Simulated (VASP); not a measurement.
# SnO (P4/nmm) in VASP: further runs, part 2 of 2

VASP 6.6.1. Earlier steps stand in the parts before.

### Step 4. Relaxation of cell and atoms, optB88-vdW

File INCAR:

```
PREC = Accurate
ENCUT = 600
EDIFF = 1E-6
ISMEAR = -1
SIGMA = 0.05
LREAL = False
LASPH = True
NELM = 60
ALGO = Normal
ISIF = 3
LWAVE = False
LCHARG = False
GGA = BO
LUSE_VDW = True
AGGAC = 0.0
PARAM1 = 0.1833333333
PARAM2 = 0.22
IBRION = 2
NSW = 60
EDIFFG = -0.02
```

File KPOINTS:

```
Automatic mesh
0
Gamma
  7 7 6
```

File POSCAR:

```
SnO
1.0
    3.8136952200      0.0000000000      0.0000000000
    0.0000000000      3.8136952200      0.0000000000
    0.0000000000      0.0000000000      4.8869133000
Sn O
2 2
Direct
    0.5000000000      0.0000000000      0.7646261400
    0.0000000000      0.5000000000      0.2353738600
    0.0000000000      0.0000000000      0.0000000000
    0.5000000000      0.5000000000      0.0000000000
```

Potentials or basis: VASP PAW PBE potentials, release 64 (Sn_d, O).

Run with:

```bash
> cat potpaw_PBE.64/Sn_d/POTCAR potpaw_PBE.64/O/POTCAR > POTCAR
> mpirun -np 1 vasp_std > vasp.out
```

OUTCAR:

```text
PREC = Accurate
   ENCUT = 600
   EDIFF = 1E-6
   ISMEAR = -1
   LREAL = False
   LASPH = True
   NELM = 60
   ISIF = 3
   GGA = BO
   IBRION = 2
   NSW = 60
   EDIFFG = -0.02

 ion  position               nearest neighbor table
   1  0.500  0.000  0.765-   3 2.23   4 2.23   4 2.23   3 2.23   2 3.54   2 3.54   2 3.54   2 3.54
                             2 3.74   2 3.74   2 3.74   2 3.74
   2  0.000  0.500  0.235-   3 2.23   4 2.23   3 2.23   4 2.23   1 3.54   1 3.54   1 3.54   1 3.54
                             1 3.74   1 3.74   1 3.74   1 3.74
   3  0.000  0.000  0.000-   1 2.23   2 2.23   2 2.23   1 2.23
   4  0.500  0.500  0.000-   1 2.23   2 2.23   1 2.23   2 2.23

  LATTYP: Found a simple tetragonal cell.
 ALAT       =     3.8136952200
 C/A-ratio  =     1.2814116016

  Lattice vectors:

 A1 = (   3.8136952200,   0.0000000000,   0.0000000000)
 A2 = (   0.0000000000,   3.8136952200,   0.0000000000)
 A3 = (   0.0000000000,   0.0000000000,   4.8869133000)

Analysis of symmetry for initial positions (statically):
[... 179 lines left out ...]
  ---------------------------------------------------
  free energy    TOTEN  =       -13.25644596 eV

  energy without entropy =      -13.25636223  energy(sigma->0) =      -13.25640409

------------------------ aborting loop because EDIFF is reached ----------------------------------------

  FORCE on cell =-STRESS in cart. coord.  units (eV):
  Direction    XX          YY          ZZ          XY          YZ          ZX
  --------------------------------------------------------------------------------------
  -------------------------------------------------------------------------------------
  Total        1.5396226      1.5396226      1.1149647      0.0000000      0.0000000      0.0000000
  in kB       34.7054953     34.7054953     25.1330435      0.0000000      0.0000000      0.0000000
  external PRESSURE =      31.5146780 kB  Pullay stress =       0.0000000 kB
[... 187 lines left out ...]
--------------------------------------- Ionic step        6  -------------------------------------------

 number of electron      39.9999992 magnetization

 Free energy of the ion-electron system (eV)
  ---------------------------------------------------
  ext. energy  EPLUGINS =         0.00000000
  ---------------------------------------------------
  free energy    TOTEN  =       -13.27974533 eV

  energy without entropy =      -13.27970235  energy(sigma->0) =      -13.27972384

 E-fermi :   6.6065     XC(G=0): -10.1235

 val. band max:        6.3014712642   @ k =   0.0000   0.0000   0.0000
 cond. band min:       6.9151580893   @ k =   0.4286   0.4286   0.0000
 fundamental gap:      0.6136868251
 Fermi energy:         6.6064867327

 k-point     1 :       0.0000    0.0000    0.0000
  band No.  band energies     occupation
      1     -15.4120      2.00000
      2     -15.0515      2.00000
      3     -15.0515      2.00000
      4     -15.0513      2.00000
      5     -15.0181      2.00000
      6     -15.0060      2.00000
[... 637 lines left out ...]
     23      11.3126      0.00000
     24      12.2901      0.00000

 [... further k-points ...]
[... 5 lines left out ...]
  --------------------------------------------------------------------------------------
  -------------------------------------------------------------------------------------
  Total        0.0239426      0.0239426      0.0151632      0.0000000      0.0000000      0.0000000
  in kB        0.5250316      0.5250316      0.3325107      0.0000000      0.0000000      0.0000000
  external PRESSURE =       0.4608580 kB  Pullay stress =       0.0000000 kB
[... 23 lines left out ...]
  energy  without entropy=      -13.2797023466  energy(sigma->0) =      -13.27972384

Total vdW correction in eV:      7.3870801

 reached required accuracy - stopping structural energy minimisation
```

Wall time 6.9 min (1 thread of Intel Xeon 6975P-C (Granite Rapids), shared host); peak memory 0.45 GiB.

Results:

| Property | Result |
| --- | --- |
| Free energy | -13.2797 eV |
| Relaxed volume | 18.27 Å³/atom |
| Relaxed cell | a = 3.858 Å, b = 3.858 Å, c = 4.908 Å, α = 90.00°, β = 90.00°, γ = 90.00° |
| Space group after relaxing (to 0.05 Å) | P4/nmm (No. 129) |
| Energy gained by relaxing | 5.8 meV/atom |
| Ionic steps | 6 |
| Pressure after relaxing | 0.0 GPa |
| Largest force after relaxing | 0.010 eV/Å |
| Band gap on the k mesh | 0.61 eV, indirect (least direct gap 2.13 eV) |

Forces in eV/Å, atoms in the order of the input:
```
Sn   0.000  0.000 -0.010
Sn   0.000  0.000  0.010
O    0.000  0.000  0.000
O    0.000  0.000  0.000
```

Step by step:
| step | energy change (eV) | largest force (eV/Å) | pressure (GPa) | volume (Å³) |
| --- | --- | --- | --- | --- |
| 1 | 0.0000 | 0.4659 | 3.15 | 71.08 |
| 2 | 0.0000 | 0.5669 | -2.65 | 74.73 |
| 3 | -0.0225 | 0.0693 | 0.06 | 72.86 |
| 4 | -0.0225 | 0.0589 | 0.14 | 72.82 |
| 5 | -0.0231 | 0.0191 | 0.09 | 72.96 |
| 6 | -0.0233 | 0.0103 | 0.05 | 73.06 |

Final structure:
```
Sn O
1.0
     3.85847    0.00000    0.00000
     0.00000    3.85847    0.00000
     0.00000    0.00000    4.90756
Sn O
2 2
Cartesian
  1.9292 3.8585 3.7461
  0.0000 1.9292 1.1615
  0.0000 0.0000 0.0000
  1.9292 1.9292 0.0000
```

Caveat: the PAW data sets were made with another functional, which shifts forces and pressure a little; spin-orbit coupling is left out, which moves the levels of the heavy elements; an odd mesh through Γ misses points on the zone boundary, where band edges often lie.

### Step 5. Relaxation of cell and atoms, BEEF-vdW

File INCAR:

```
SYSTEM = SnO
  ALGO = Normal
  EDIFF = 1E-7
  EDIFFG = -0.02
  ENCUT = 600
  GGA = BF
  IBRION = 2
  ISIF = 3
  ISMEAR = -1
  LASPH = .TRUE.
  LCHARG = .FALSE.
  LREAL = .FALSE.
  LUSE_VDW = .TRUE.
  LWAVE = .FALSE.
  NELM = 60
  NSW = 60
  PREC = Accurate
  SIGMA = 0.05
  ZAB_VDW = -1.8867
```

File KPOINTS:

```
k-points
0
G
  7 7 6
  0 0 0
```

POSCAR is that of step 4.

Potentials or basis: VASP PAW PBE potentials, release 64 (Sn_d, O).

Run with:

```bash
> cat potpaw_PBE.64/Sn_d/POTCAR potpaw_PBE.64/O/POTCAR > POTCAR
> mpirun -np 1 vasp_std > vasp.out
```

OUTCAR:

```text
SYSTEM = SnO
   EDIFF = 1E-7
   EDIFFG = -0.02
   ENCUT = 600
   GGA = BF
   IBRION = 2
   ISIF = 3
   ISMEAR = -1
   LASPH = .TRUE.
   LREAL = .FALSE.
   NELM = 60
   NSW = 60
   PREC = Accurate

 ion  position               nearest neighbor table
   1  0.500  0.000  0.765-   3 2.23   4 2.23   4 2.23   3 2.23   2 3.54   2 3.54   2 3.54   2 3.54
                             2 3.74   2 3.74   2 3.74   2 3.74
   2  0.000  0.500  0.235-   3 2.23   4 2.23   3 2.23   4 2.23   1 3.54   1 3.54   1 3.54   1 3.54
                             1 3.74   1 3.74   1 3.74   1 3.74
   3  0.000  0.000  0.000-   1 2.23   2 2.23   2 2.23   1 2.23
   4  0.500  0.500  0.000-   1 2.23   2 2.23   1 2.23   2 2.23

  LATTYP: Found a simple tetragonal cell.
 ALAT       =     3.8136952200
 C/A-ratio  =     1.2814116016

  Lattice vectors:

 A1 = (   3.8136952200,   0.0000000000,   0.0000000000)
 A2 = (   0.0000000000,   3.8136952200,   0.0000000000)
 A3 = (   0.0000000000,   0.0000000000,   4.8869133000)

Analysis of symmetry for initial positions (statically):
=====================================================================
 Subroutine PRICEL returns:
 Original cell was already a primitive cell.

 Routine SETGRP: Setting up the symmetry group for a
 simple tetragonal supercell.

 Subroutine GETGRP returns: Found 16 space group operations
 (whereof  8 operations were pure point group operations)
 out of a pool of 16 trial point group operations.

The static configuration has the point symmetry D_2d.
 The point group associated with its full space group is D_4h.

Analysis of symmetry for dynamics (positions and initial velocities):
=====================================================================
 Subroutine PRICEL returns:
 Original cell was already a primitive cell.

 Routine SETGRP: Setting up the symmetry group for a
 simple tetragonal supercell.

 Subroutine GETGRP returns: Found 16 space group operations
 (whereof  8 operations were pure point group operations)
 out of a pool of 16 trial point group operations.

The dynamic configuration has the point symmetry D_2d.
 The point group associated with its full space group is D_4h.

 Subroutine INISYM returns: Found 16 space group operations
 (whereof  8 operations are pure point group operations),
 and found     1 'primitive' translations
[... 115 lines left out ...]
   EFERMI_NEDOS =   21; number of points for ismear=-14 and -15
   IALGO  =     38    algorithm
   IMIX   =      4    mixing-type and parameters
     AMIX     =   0.40;   BMIX     =  1.00
     AMIX_MAG =   1.60;   BMIX_MAG =  1.00
  volume/ion in A,a.u.               =      17.77       119.91
  Fermi-wavevector in a.u.,A,eV,Ry     =   1.351614  2.554180 24.855939  1.826860
  Thomas-Fermi vector in A             =   2.479021
   LORBIT       =      0    0 simple, 1 ext, 2 COOP (PROOUT), +10 PAW based schemes
   GGA     = BF    functional components
   LHFCALC =     F    Hartree Fock is set to
   AEXX    =    0.0000 exact exchange contribution
   IVDW_NL    =     1    kernel type
   BPARAM     = 6.3000
   IVDW    =     0    specifies the selected vdW correction
   LEPSILON=     F    determine dielectric tensor
   LRPA    =     F    only Hartree local field effects (RPA)
 conjugate gradient relaxation of ions
 non-spin polarized calculation
  energy-cutoff  :      600.00
  volume of cell :       71.08
 maximum number of plane-waves:      2399
   NGX = 15   NGY = 15   NGZ = 19

--------------------------------------- Ionic step        1  -------------------------------------------

 number of electron      40.0000020 magnetization

 Free energy of the ion-electron system (eV)
  ---------------------------------------------------
  ext. energy  EPLUGINS =         0.00000000
  ---------------------------------------------------
  free energy    TOTEN  =       -13.26311557 eV

  energy without entropy =      -13.26302205  energy(sigma->0) =      -13.26306881

 E-fermi :   7.0768     XC(G=0): -10.1695

 val. band max:        6.8312065441   @ k =   0.0000   0.0000   0.0000
 cond. band min:       7.3392217704   @ k =   0.4286   0.4286   0.0000
 fundamental gap:      0.5080152263
 Fermi energy:         7.0768460053

 k-point     1 :       0.0000    0.0000    0.0000
  band No.  band energies     occupation
      1     -15.5619      2.00000
      2     -15.1843      2.00000
      3     -15.1812      2.00000
      4     -15.1812      2.00000
      5     -15.1483      2.00000
      6     -15.1331      2.00000
[... 754 lines left out ...]
  energy  without entropy=      -13.3260915323  energy(sigma->0) =      -13.32611369

Total vdW correction in eV:      6.9002178

[... ionic steps 4 to 8 ...]

--------------------------------------- Ionic step        9  -------------------------------------------

 number of electron      39.9999978 magnetization

------------------------ aborting loop because EDIFF is reached ----------------------------------------
[... 75 lines left out ...]
--------------------------------------- Ionic step       11  -------------------------------------------

 number of electron      39.9999976 magnetization

 Free energy of the ion-electron system (eV)
  ---------------------------------------------------
  ext. energy  EPLUGINS =         0.00000000
  ---------------------------------------------------
  free energy    TOTEN  =       -13.34787995 eV

  energy without entropy =      -13.34787897  energy(sigma->0) =      -13.34787946

 E-fermi :   5.9647     XC(G=0):  -9.6044

 val. band max:        5.4538843452   @ k =   0.0000   0.0000   0.0000
 cond. band min:       6.4872192408   @ k =   0.4286   0.4286   0.0000
 fundamental gap:      1.0333348956
 Fermi energy:         5.9646534557

 k-point     1 :       0.0000    0.0000    0.0000
  band No.  band energies     occupation
      1     -16.5640      2.00000
      2     -16.2809      2.00000
      3     -16.2692      2.00000
      4     -16.2692      2.00000
      5     -16.2539      2.00000
      6     -16.2326      2.00000
[... 674 lines left out ...]
  energy  without entropy=      -13.3478789730  energy(sigma->0) =      -13.34787946

Total vdW correction in eV:      6.9871023

 reached required accuracy - stopping structural energy minimisation
```

OSZICAR:

```text
N       E                     dE             d eps       ncg     rms          rms(c)
DAV:   1     0.436203660075E+03    0.43620E+03   -0.22530E+04  1944   0.277E+03
DAV:   2     0.434597106010E+02   -0.39274E+03   -0.38509E+03  2032   0.625E+02
DAV:   3    -0.154447750287E+02   -0.58904E+02   -0.58361E+02  2264   0.203E+02
[... 135 lines left out ...]
DAV:   6    -0.133478777202E+02    0.36874E-04   -0.21530E-04  2376   0.138E-01    0.150E-02
DAV:   7    -0.133478812872E+02   -0.35671E-05   -0.20984E-05  2384   0.418E-02    0.672E-03
DAV:   8    -0.133478798396E+02    0.14477E-05   -0.95461E-06  2792   0.315E-02    0.279E-03
DAV:   9    -0.133478801067E+02   -0.26711E-06   -0.12002E-06  2520   0.121E-02    0.116E-03
DAV:  10    -0.133478799707E+02    0.13598E-06   -0.14903E-07  1592   0.264E-03    0.187E-04
DAV:  11    -0.133478799452E+02    0.25502E-07   -0.26974E-08  1000   0.117E-03
  11 F= -.13347880E+02 E0= -.13347879E+02  d E =-.619642E-03
```

It took 17 min on 1 thread of Intel Xeon 6975P-C (Granite Rapids), shared host; peak memory 0.45 GiB.

What came out:

- Free energy: -13.3479 eV
- Relaxed volume: 19.74 Å³/atom
- Relaxed cell: a = 3.891 Å, b = 3.891 Å, c = 5.217 Å, α = 90.00°, β = 90.00°, γ = 90.00°
- Space group after relaxing (to 0.05 Å): P4/nmm (No. 129)
- Energy gained by relaxing: 21.2 meV/atom
- Ionic steps: 11
- Pressure after relaxing: 0.0 GPa
- Largest force after relaxing: 0.007 eV/Å
- Band gap on the k mesh: 1.03 eV, indirect (least direct gap 1.96 eV)

Forces in eV/Å, atoms in the order of the input:
```
Sn   0.000  0.000  0.007
Sn   0.000  0.000 -0.007
O    0.000  0.000  0.000
O    0.000  0.000  0.000
```

The path:
```csv
step,energy change (eV),largest force (eV/Å),pressure (GPa),volume (Å³)
1,0.0000,0.5498,5.50,71.08
2,-0.0174,0.9517,-3.30,77.54
3,-0.0630,0.3061,0.36,74.44
4,-0.0703,0.1828,0.22,75.11
5,-0.0736,0.0283,0.07,76.00
6,-0.0764,0.0157,0.11,76.32
7,-0.0822,0.0229,0.23,77.29
8,-0.0831,0.1046,0.59,79.17
9,-0.0841,0.0791,0.46,78.48
10,-0.0818,0.1933,-0.86,80.05
11,-0.0848,0.0069,0.03,78.97
```

Final structure:
```xyz
4
Lattice="3.8905 0.0000 0.0000 0.0000 3.8905 0.0000 0.0000 0.0000 5.2173" Properties=species:S:1:pos:R:3 pbc="T T T"
Sn    1.9453    0.0000    4.0493
Sn    0.0000    1.9453    1.1679
O     0.0000    0.0000    0.0000
O     1.9453    1.9453    0.0000
```

Caveat: the PAW data sets were made with another functional, which shifts forces and pressure a little; spin-orbit coupling is left out, which moves the levels of the heavy elements; an odd mesh through Γ misses points on the zone boundary, where band edges often lie.

### Step 6. For comparison

An earlier run on the cell as given: functional PBE; potentials or basis VASP PAW PBE potentials, release 64 (Sn_d, O); cutoff 520 eV; k mesh 7 × 7 × 6; occupations fermi-dirac, width 0.05 eV; no spin polarisation.

- Pressure: 3.8 GPa
- Largest force: 0.457 eV/Å
- Band gap on the k mesh: 0.38 eV, indirect (least direct gap 2.05 eV)

### Step 7. Summary

```tsv
task	level	cell	cutoff (eV)	smearing	gap on the mesh (eV)	pressure (GPa)	relaxed volume (Å³/atom)	largest force (eV/Å)
single point	PBE	as given	520	gaussian 0.013 eV	0.38	3.8	-	0.46
relaxation of cell and atoms	rev-vdW-DF2	relaxed	600	fermi-dirac 0.05 eV	0.45	0.0	17.92	-
relaxation of cell and atoms	optB88-vdW	relaxed	600	fermi-dirac 0.05 eV	0.61	0.0	18.27	0.01
relaxation of cell and atoms	BEEF-vdW	relaxed	600	fermi-dirac 0.05 eV	1.03	0.0	19.74	0.01
single point	PBE	as given	520	fermi-dirac 0.05 eV	0.38	3.8	-	0.46
```

Alike in all rows: potentials or basis VASP PAW PBE potentials, release 64 (Sn_d, O); no spin polarisation; k mesh 7 × 7 × 6.

Caveats: spin-orbit coupling is left out, which moves the levels of the heavy elements; an odd mesh through Γ misses points on the zone boundary, where band edges often lie; the PAW data sets were made with another functional, which shifts forces and pressure a little (some runs).

Absolute energies hang on the potentials; compare differences alone.
